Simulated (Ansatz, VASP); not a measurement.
**Fe3Ge in VASP and in Ansatz**

```xyz
4
Lattice="3.5819 0.0000 0.0000 0.0000 3.5819 0.0000 0.0000 0.0000 3.5819" Properties=species:S:1:pos:R:3 pbc="T T T"
Fe    0.0000    1.7910    1.7910
Fe    1.7910    1.7910    0.0000
Fe    1.7910    0.0000    1.7910
Ge    0.0000    0.0000    0.0000
```

Alike in both runs: functional PBEsol; k mesh 6 × 6 × 6; occupations fermi-dirac, width 0.1 eV; collinear spin.

Ansatz relaxed the structure, and its values are those at the end. VASP's run is a single point on that final structure, the one shown.

|  | VASP | Ansatz |
| --- | --- | --- |
| version | VASP 6.6.1 | Ansatz 0.2.0 |
| potentials or method | VASP PAW PBE potentials, release 64 (Fe, Ge_d) | plane waves, PAW |
| plane-wave cutoff (eV) | 520 | 450 |
| valence electrons in the cell | 38 | 62 |

VASP gave:

```
pressure (GPa)                                                : 0.3
net moment per atom (μB)                                      : 1.54
size of the moment on the site where the two differ most (μB) : 0.13
```

Problem. Estimate Ansatz's values.

Solution. Pressure (GPa): 0.0; net moment per atom (μB): 1.54; size of the moment on the site where the two differ most (μB): 0.10.

Site moments also hang on the region over which each program counts them. The two sets of potentials don't hold the same shells in valence. Ansatz warned: «given_moment_on_shells».

Caveats: the PAW data sets were made with another functional, which shifts forces and pressure a little (VASP).
